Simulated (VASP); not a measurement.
# CdGeAs₂, energy difference of two geometries: which settings are enough?

CdGeAs₂, I-42d (no. 122), 8 atoms in the cell. LDA, energy difference of two geometries; PAW potentials Cd, As, Ge_d (LDA set). VASP 6.6.1.

Wanted: energy difference within 0.5 meV/atom.

What the run is for: energy difference; Accuracy asked: standard; Second geometry: volume scaled by 1.04.

The series start from Plane-wave cutoff (eV): 400; k-point mesh: 5 × 5 × 5; Precision mode (PREC): Accurate; Electronic threshold (eV): 1e-6; Aspherical gradient terms in the spheres (LASPH): yes; Electronic algorithm: ALGO=Normal. Each series keeps the choices made before it, and each single choice may use up half of a tolerance. Times cover all steps of a run.

## Plane-wave cutoff (eV)

| Plane-wave cutoff (eV) | Energy difference (meV/atom) | Time (s) |
|---|---|---|
| 250 | 21.43 | 13 |
| 310 | 20.48 | 21 |
| 360 | 20.51 | 28 |
| 400 | 20.54 | 30 |
| 460 | 20.48 | 37 |
| 540 | 20.49 | 48 |
| 650 (reference) | 20.50 | 60 |

Chosen: 310, the loosest value from which every tighter one stays within half of the tolerance.

## k-point mesh

| k-point mesh | Energy difference (meV/atom) | Time (s) |
|---|---|---|
| 2 × 2 × 2 | 16.24 | 4.8 |
| 3 × 3 × 3 | 19.70 | 8.1 |
| 4 × 4 × 4 | 20.35 | 14 |
| 5 × 5 × 5 | 20.48 | 21 |
| 7 × 7 × 7 | 20.56 | 31 |
| 8 × 8 × 8 | 20.57 | 46 |
| 10 × 10 × 10 (reference) | 20.58 | 77 |

Chosen: 4 × 4 × 4.

## Precision mode (PREC)

| Precision mode (PREC) | Energy difference (meV/atom) | Time (s) |
|---|---|---|
| Low | 20.36 | 7.9 |
| SingleN | 21.55 | 7.7 |
| Normal | 20.62 | 8.8 |
| Accurate (reference) | 20.35 | 14 |

Chosen: Accurate; the one before it in the list is off by more than half of the tolerance.

## Electronic threshold (eV)

| Electronic threshold (eV) | Energy difference (meV/atom) | Time (s) |
|---|---|---|
| 0.001 | 20.35 | 13 |
| 0.0001 | 20.35 | 14 |
| 1e-5 | 20.35 | 16 |
| 1e-6 | 20.35 | 14 |
| 1e-7 | 20.35 | 18 |
| 1e-8 (reference) | 20.35 | 18 |

Chosen: 0.001.

## Aspherical gradient terms in the spheres (LASPH)

| Aspherical gradient terms in the spheres (LASPH) | Energy difference (meV/atom) | Time (s) |
|---|---|---|
| yes | 20.35 | 13 |
| no | 20.35 | 12 |

Chosen: yes; no other choice that stays within half of the tolerance saves 30 % of the time.

## Electronic algorithm

| Electronic algorithm | Energy difference (meV/atom) | Time (s) |
|---|---|---|
| ALGO=Normal | 20.35 | 13 |
| ALGO=Fast | 20.35 | 13 |
| ALGO=VeryFast | 106.33 | 30 |
| ALGO=All ISEARCH=1 | 20.35 | 14 |
| ALGO=All ISEARCH=0 | 20.35 | 14 |
| ALGO=Damped TIME=0.4 | 20.35 | 16 |
| ALGO=Damped TIME=0.1 | 20.34 | 22 |

Chosen: ALGO=Normal.

## All choices together

| Input | Energy difference (meV/atom) | Time (s) |
|---|---|---|
| the program's defaults (naive) | 19.90 | 4.0 |
| chosen settings | 20.35 | 13 |
| reference settings throughout | 20.61 | 304 |

The tolerance is met.

## The input

INCAR:
```
  GGA = CA
  ISMEAR = 0
  SIGMA = 0.03
  LWAVE = False
  LCHARG = False
  ISIF = 2
  PREC = Accurate
  LASPH = True
  LREAL = False
  ALGO = Normal
  EDIFF = 0.001
  NELM = 120
  GGA_COMPAT = False
  ENCUT = 310
  EFERMI = MIDGAP
  KPAR = 8
```

KPOINTS:
```
Automatic mesh
0
Gamma
  4 4 4
  0 0 0
```

POSCAR.step1:
```
CdGeAs2
1.0
   -2.9888745628      2.9888745628      5.6642966801
    2.9888745628     -2.9888745628      5.6642966801
    2.9888745628      2.9888745628     -5.6642966801
Cd As Ge
2 4 2
Direct
    0.5000000000      0.5000000000      0.0000000000
    0.2500000000      0.7500000000      0.5000000000
    0.0962175700      0.1250000000      0.4712175700
    0.3750000000      0.9037824300      0.0287824300
    0.6537824300      0.6250000000      0.5287824300
    0.8750000000      0.3462175700      0.9712175700
    0.7500000000      0.2500000000      0.5000000000
    0.0000000000      0.0000000000      0.0000000000
```

POSCAR.step2:
```
CdGeAs2
1.0
   -3.0282063701      3.0282063701      5.7388354475
    3.0282063701     -3.0282063701      5.7388354475
    3.0282063701      3.0282063701     -5.7388354475
Cd As Ge
2 4 2
Direct
    0.5000000000      0.5000000000      0.0000000000
    0.2500000000      0.7500000000      0.5000000000
    0.0962175700      0.1250000000      0.4712175700
    0.3750000000      0.9037824300      0.0287824300
    0.6537824300      0.6250000000      0.5287824300
    0.8750000000      0.3462175700      0.9712175700
    0.7500000000      0.2500000000      0.5000000000
    0.0000000000      0.0000000000      0.0000000000
```

Commands (each step's output is kept before the next begins):
```
cat potpaw_LDA.64/Cd/POTCAR potpaw_LDA.64/As/POTCAR potpaw_LDA.64/Ge_d/POTCAR > POTCAR
cp POSCAR.step1 POSCAR
mpirun -np 8 vasp_std > vasp.out
cp POSCAR.step2 POSCAR
mpirun -np 8 vasp_std > vasp.out
```

The chosen input took VASP 6.6.1 13 s on 8 cores (Intel Xeon 6975P-C (Granite Rapids)), a shared host.

## An input that fails: cutoff far too low

It runs to its end, but against the unchanged starting input it is off by 195.63 meV/atom in the energy difference.

Changes against the starting input:
```
(all steps)
- NELM = 120
- ENCUT = 400
+ NELM = 74
+ ENCUT = 140
```
